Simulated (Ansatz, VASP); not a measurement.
**One calculation of GaN, two programs**

```xyz
4
Lattice="3.1900 0.0000 0.0000 -1.5950 2.7626 0.0000 0.0000 0.0000 5.1890" Properties=species:S:1:pos:R:3 pbc="T T T"
Ga    0.0000    1.8417    0.0000
Ga    1.5950    0.9209    2.5945
N     0.0000    1.8417    1.9552
N     1.5950    0.9209    4.5497
```

Alike in both runs: task relaxation of cell and atoms; functional PBE; k mesh 8 × 8 × 5; no spin polarisation.

|  | VASP | Ansatz |
| --- | --- | --- |
| version | VASP 6.6.1 | Ansatz 0.2.0 |
| potentials or method | VASP PAW PBE potentials, release 64 (Ga_d, N) | scalar-relativistic, plane waves, PAW |
| plane-wave cutoff (eV) | 600 | 480 |
| occupations | gaussian, width 0.01 eV | fixed |
| valence electrons in the cell | 36 | 36 |

|  | VASP | Ansatz | Ansatz less VASP |
| --- | --- | --- | --- |
| gap on the k mesh at the Fermi level, each at its own relaxed structure (eV) | 1.72 | 1.71 | -0.003 |
| relaxed volume (Å³/atom) | 11.76 | 11.76 | -0.002 |
| relaxed cell length with the largest relative difference (Å) | 3.218 | 3.218 | -0.0003 |
| energy change over the relaxation (meV/atom) | -5 | -5 | -0.1 |
